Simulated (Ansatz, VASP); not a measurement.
Two plane-wave programs on Pt

File INCAR:

```
  PREC = Accurate
  ENCUT = 520
  EDIFF = 1E-6
  ISMEAR = -1
  SIGMA = 0.05
  LREAL = False
  LASPH = True
  NELM = 60
  ALGO = Normal
  ISIF = 2
  LWAVE = False
  LCHARG = False
  LMAXMIX = 4
  METAGGA = R2SCAN
  LMIXTAU = True
```

File KPOINTS:

```
regular mesh
0
Gamma
  12 12 12
```

Contents of POSCAR:

```
Pt
1.0
    0.0000000000      1.9609000000      1.9609000000
    1.9609000000      0.0000000000      1.9609000000
    1.9609000000      1.9609000000      0.0000000000
Pt
1
Direct
    0.0000000000      0.0000000000      0.0000000000
```

KPOINTS_OPT

```
path GXWKGLUWLK,UX
15
line-mode
reciprocal
 0.0000000000  0.0000000000  0.0000000000  G
 0.5000000000  0.0000000000  0.5000000000  X

 0.5000000000  0.0000000000  0.5000000000  X
 0.5000000000  0.2500000000  0.7500000000  W

 0.5000000000  0.2500000000  0.7500000000  W
 0.3750000000  0.3750000000  0.7500000000  K

 0.3750000000  0.3750000000  0.7500000000  K
 0.0000000000  0.0000000000  0.0000000000  G

 0.0000000000  0.0000000000  0.0000000000  G
 0.5000000000  0.5000000000  0.5000000000  L

 0.5000000000  0.5000000000  0.5000000000  L
 0.6250000000  0.2500000000  0.6250000000  U

 0.6250000000  0.2500000000  0.6250000000  U
 0.5000000000  0.2500000000  0.7500000000  W

 0.5000000000  0.2500000000  0.7500000000  W
 0.5000000000  0.5000000000  0.5000000000  L

 0.5000000000  0.5000000000  0.5000000000  L
 0.3750000000  0.3750000000  0.7500000000  K

 0.6250000000  0.2500000000  0.6250000000  U
 0.5000000000  0.0000000000  0.5000000000  X
```

The input input.yaml:

```yaml
crystal:
  lattice:
    - [0.0, 1.9609, 1.9609]
    - [1.9609, 0.0, 1.9609]
    - [1.9609, 1.9609, 0.0]
  atoms:
    - { symbol: Pt, position: [0.0, 0.0, 0.0] }
hamiltonian:
  xc: r2scan
  pseudopotentials: { kind: paw }
kpoints:
  mp_grid: { grid: [12, 12, 12] }
  band_path:
    path:
      - [[0.0, 0.0, 0.0], [0.5, 0.0, 0.5], [0.5, 0.25, 0.75], [0.375, 0.375, 0.75], [0.0, 0.0, 0.0], [0.5, 0.5, 0.5], [0.625, 0.25, 0.625], [0.5, 0.25, 0.75], [0.5, 0.5, 0.5], [0.375, 0.375, 0.75]]
      - [[0.625, 0.25, 0.625], [0.5, 0.0, 0.5]]
    npoints: 14
scf:
  occupations: { method: fermi_dirac, width: 0.05 }
  n_extra_bands: 6
output:
  forces: true
  stress: true
  eigenvalues: true
  fatbands: true
```

Alike in both runs: task band structure; functional r2SCAN; k mesh 12 × 12 × 12; occupations fermi-dirac, width 0.05 eV; no spin polarisation.

|  | VASP | Ansatz |
| --- | --- | --- |
| version | VASP 6.6.1 | Ansatz 0.2.0 |
| potentials or method | VASP PAW PBE potentials, release 64 (Pt) | Ansatz PAW |
| plane-wave cutoff (eV) | 520 | 500 |
| valence electrons in the cell | 10 | 18 |

VASP gave:

```
gap on the k mesh at the Fermi level (eV) : none
pressure (GPa)                            : 4.9
```

Question: Estimate Ansatz's values.

Answer: gap on the k mesh at the Fermi level (eV): none; pressure (GPa): 4.1.

A gap of «none» marks a metal or a gap that the smearing closes. With one functional, cell and mesh, what is left measures potentials, basis and numerics. The two sets of potentials don't hold the same shells in valence.

Caveats: spin-orbit coupling is left out, which moves the levels of the heavy elements; the PAW data sets were made with another functional, which shifts forces and pressure a little (VASP); the PAW data sets come from PBE, with cores solved anew for the run's functional, which leaves a small shift of forces and pressure (Ansatz).
